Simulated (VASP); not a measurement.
The system is LiF (Griceite).

```
Li F
1.0
     0.00000    2.01400    2.01400
     2.01400    0.00000    2.01400
     2.01400    2.01400    0.00000
Li F
1 1
Direct
  0.00000 0.00000 0.00000
  0.50000 0.50000 0.50000
```

- Program: VASP 6.6.1
- Task: relaxation of cell and atoms
- Functional: LDA
- Potentials or basis: VASP PAW LDA potentials, release 64 (Li_sv, F)
- Cutoff: 600 eV
- k mesh: 12 × 12 × 12
- Occupations: gaussian, width 0.03 eV
- Spin: no spin polarisation

At the start: pressure -7.0 GPa; volume 8.17 Å³/atom.

Question: How do energy, volume and symmetry change on relaxing?

Answer: Over 4 steps the energy falls by 18.5 meV/atom and the volume is 7.39 Å³/atom (-9.5 %); space group Fm-3m (No. 225, to 0.05 Å).

The path:
```
step  energy change (eV)  largest force (eV/Å)  pressure (GPa)  volume (Å³)
   1              0.0000                0.0000           -7.01        16.34
   2             -0.0283                0.0000           -3.74        15.51
   3             -0.0369                0.0000           -0.49        14.88
   4             -0.0371                0.0000            0.01        14.79
```

Final structure:
```xyz
2
Lattice="0.0000 1.9482 1.9482 1.9482 0.0000 1.9482 1.9482 1.9482 0.0000" Properties=species:S:1:pos:R:3 pbc="T T T"
Li    3.8964    3.8964    3.8964
F     1.9482    1.9482    1.9482
```

Caveat: the cutoff is under 1.25 times the usual one of these potentials, so pressure, stress and relaxed cells hold a basis-set (Pulay) error.
